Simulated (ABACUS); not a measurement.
Crystal: HfO2.

```
CELL_PARAMETERS angstrom
0.00000 2.55750 2.55750
2.55750 0.00000 2.55750
2.55750 2.55750 0.00000
ATOMIC_POSITIONS crystal
Hf 0.00000 0.00000 0.00000
O 0.75000 0.75000 0.75000
O 0.25000 0.25000 0.25000
```

Measurements of this composition are mostly on another form, of space group No. 14.

Base run:

- Program: ABACUS 3.10.1
- Functional: LDA
- Potentials or basis: GBRV ultrasoft 1.5 LDA
- Cutoff: 544 eV
- Density cutoff: 4354 eV
- Basis: plane waves
- k mesh: 7 × 7 × 7
- Occupations: fermi-dirac, width 0.05 eV
- Spin: no spin polarisation

Its results: band gap on the k mesh 3.74 eV, indirect (least direct gap 3.91 eV); pressure -18.6 GPa.

Q: The run is repeated on the same cell with these changes: functional from LDA to rPW86PBE; potentials or basis from GBRV ultrasoft 1.5 LDA to PseudoDojo NC SR 0.5 PBE standard; cutoff from 544 eV to 1143 eV; density cutoff from 4354 eV to 4572 eV. What comes out?

A: Band gap on the k mesh 3.93 eV, indirect (least direct gap 4.09 eV); pressure 1.4 GPa.

Caveats: spin-orbit coupling is left out, which moves the levels of the heavy elements; an odd mesh through Γ misses points on the zone boundary, where band edges often lie; so large a pressure means that the cell lies far from this level's equilibrium, or that cutoff or potentials fall short (some runs); the potentials were made for another functional, which shifts forces and pressure (some runs).
